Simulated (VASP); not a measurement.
Here is a VASP 6.6.1 calculation.

File INCAR:

```
  ALGO = Normal
  EDIFF = 1E-7
  ENCUT = 520
  GGA = PE
  ISIF = 2
  ISMEAR = -1
  LASPH = True
  LCHARG = True
  LELF = True
  LREAL = False
  LVHAR = True
  LWAVE = False
  NBANDS = 16
  NELM = 100
  PREC = Accurate
  SIGMA = 0.05
```

The input KPOINTS:

```
k-points
0
Gamma
  8 8 8
```

POSCAR

```
CuI
1.0
    0.0000000000      3.0315000000      3.0315000000
    3.0315000000      0.0000000000      3.0315000000
    3.0315000000      3.0315000000      0.0000000000
I Cu
1 1
Direct
   -0.0046820000      0.0068710000      0.0036750000
    0.7620060000      0.7612780000      0.7376760000
```

Potentials or basis: VASP PAW PBE potentials, release 64 (I, Cu).

The run is started by

```sh
$ cat potpaw_PBE.64/I/POTCAR potpaw_PBE.64/Cu/POTCAR > POTCAR
$ mpirun -np 1 vasp_std > vasp.out
```

(1) Predict the largest force.

(2) Predict the band gap on the k mesh.

(3) Predict the pressure.

Results:

(1) 0.181 eV/Å.

(2) 1.13 eV, direct.

(3) 0.4 GPa.

Caveat: spin-orbit coupling is left out, which moves the levels of the heavy elements.
